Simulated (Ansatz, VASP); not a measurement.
ZnSe: VASP beside Ansatz

INCAR

```
ALGO     = Normal         # electronic algorithm
EDIFF    = 1E-7           # SCF threshold, eV
ENCUT    = 520            # plane-wave cutoff, eV
ISIF     = 2              # what is computed and relaxed
ISMEAR   = 0              # smearing method
LASPH    = T              # aspherical terms in the spheres
LCHARG   = F              # write CHGCAR
LREAL    = F              # projectors in reciprocal space
LWAVE    = F              # write WAVECAR
NBANDS   = 16             # bands
NELM     = 100            # most SCF steps
PREC     = Accurate       # precision mode
SIGMA    = 0.01           # smearing width, eV
```

File KPOINTS:

```
k-points
0
Gamma
  8 8 8
```

The input POSCAR:

```
ZnSe
1.0
    0.0000000000      2.8324206823      2.8324206823
    2.8324206823      0.0000000000      2.8324206823
    2.8324206823      2.8324206823      0.0000000000
Zn Se
1 1
Direct
    0.0000000000      0.0000000000      0.0000000000
    0.2500000000      0.2500000000      0.2500000000
```

Input for Ansatz:

```yaml
crystal:
  lattice:
    - [0.0, 2.8324206823, 2.8324206823]
    - [2.8324206823, 0.0, 2.8324206823]
    - [2.8324206823, 2.8324206823, 0.0]
  atoms:
    - { symbol: Zn, position: [0.0, 0.0, 0.0] }
    - { symbol: Se, position: [0.25, 0.25, 0.25] }
kpoints:
  mp_grid: { grid: [8, 8, 8] }
  band_path:
    path:
      - [0.0, 0.0, 0.0]
      - [-0.5, -0.5, 0.0]
      - [-0.375, -0.375, 0.25]
      - [-0.375, 0.0, 0.375]
      - [0.0, 0.0, 0.5]
      - [-0.5, -0.25, 0.25]
    npoints: 1
hamiltonian:
  xc: lda
scf:
  occupations: { method: fixed }
  n_extra_bands: 4
output:
  forces: true
  stress: true
  eigenvalues: true
  write_density: true
  write_potential: true
  elf: true
  volumetric_format: npy
```

Alike in both runs: task single point; functional LDA; k mesh 8 × 8 × 8; no spin polarisation.

|  | VASP | Ansatz |
| --- | --- | --- |
| version | VASP 6.6.1 | Ansatz 0.2.0 |
| potentials or method | VASP PAW LDA potentials, release 64 (Zn, Se) | plane waves, PAW |
| plane-wave cutoff (eV) | 520 | 420 |
| occupations | gaussian, width 0.01 eV | fixed |
| valence electrons in the cell | 18 | 28 |

```csv
,VASP,Ansatz,Ansatz less VASP
gap on the k mesh at the Fermi level (eV),1.07,1.04,-0.037
pressure (GPa),-3.0,-3.3,-0.30
```

The two sets of potentials don't hold the same shells in valence.

LDA gaps usually lie below the measured ones, often by a third to a half.
